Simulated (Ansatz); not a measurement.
The system is Ge.

```
Ge
1.0
     0.00000    2.82891    2.82891
     2.82891    0.00000    2.82891
     2.82891    2.82891    0.00000
Ge
2
Direct
  0.75000 0.75000 0.75000
  0.50000 0.50000 0.50000
```

Base run:

| Quantity | Value |
| --- | --- |
| Program | Ansatz 0.2.0 |
| Functional | PBE0 |
| Potentials or basis | all-electron PAW datasets made for the crystal |
| Cutoff | 340 eV |
| Density cutoff | 1360 eV |
| k mesh | 6 × 6 × 6 |
| Occupations | fermi-dirac, width 0.05 eV |
| Spin | no spin polarisation |

Its results: band gap on the k mesh 1.41 eV, indirect (least direct gap 1.46 eV).

**Question.** The run is repeated on the same cell with these changes: functional from PBE0 to PBEsol; cutoff from 340 eV to 140 eV; density cutoff from 1360 eV to 840 eV. What comes out?

**Answer.** Band gap on the k mesh none (metal or under the smearing width).

PBE0 gives the wider gap, since exact exchange removes part of the self-interaction.

Caveats: the k mesh is thin for a metal, which can move the energy by tens of meV per atom (some runs).

A k mesh can miss the band edges.

Not every run made on this cell is shown here.
